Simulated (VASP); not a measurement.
The system is ZnS (Wurtzite-2H).

```
CELL_PARAMETERS angstrom
3.81100 0.00000 0.00000
-1.90550 3.30042 0.00000
0.00000 0.00000 6.23400
ATOMIC_POSITIONS crystal
Zn 0.66667 0.33333 0.50000
Zn 0.33333 0.66667 0.00000
S 0.66667 0.33333 0.88500
S 0.33333 0.66667 0.38500
```

| Quantity | Value |
| --- | --- |
| Program | VASP 6.6.1 |
| Task | relaxation of cell and atoms |
| Functional | vdW-DF |
| Potentials or basis | VASP PAW PBE potentials, release 64 (Zn, S) |
| Cutoff | 600 eV |
| k mesh | 8 × 8 × 5 |
| Occupations | fermi-dirac, width 0.05 eV |
| Spin | no spin polarisation |

At the start: pressure 6.0 GPa; volume 19.60 Å³/atom.

Where does the relaxation end?

Over 9 steps the energy falls by 34.0 meV/atom and the volume is 21.23 Å³/atom (+8.3 %); space group P6_3mc (No. 186, to 0.05 Å).

The path:
```
step  energy change (eV)  largest force (eV/Å)  pressure (GPa)  volume (Å³)
   1              0.0000                0.3500            6.05        78.41
   2             -0.1206                0.0755           -1.40        87.11
   3             -0.1294                0.1221           -0.09        85.13
   4             -0.1293                0.1187           -0.18        85.27
   5             -0.1323                0.0824           -0.14        85.19
   6             -0.1356                0.0083           -0.04        85.02
   7             -0.1356                0.0204           -0.03        85.00
   8             -0.1359                0.0052            0.06        84.91
   9             -0.1359                0.0000            0.03        84.93
```

Final structure:
```
Zn S
1.0
     3.90850    0.00000    0.00000
    -1.95425    3.38486    0.00000
     0.00000    0.00000    6.41957
Zn S
2 2
Direct
  0.66667 0.33333 0.50544
  0.33333 0.66667 0.00544
  0.66667 0.33333 0.87956
  0.33333 0.66667 0.37956
```

Caveat: the PAW data sets were made with another functional, which shifts forces and pressure a little.
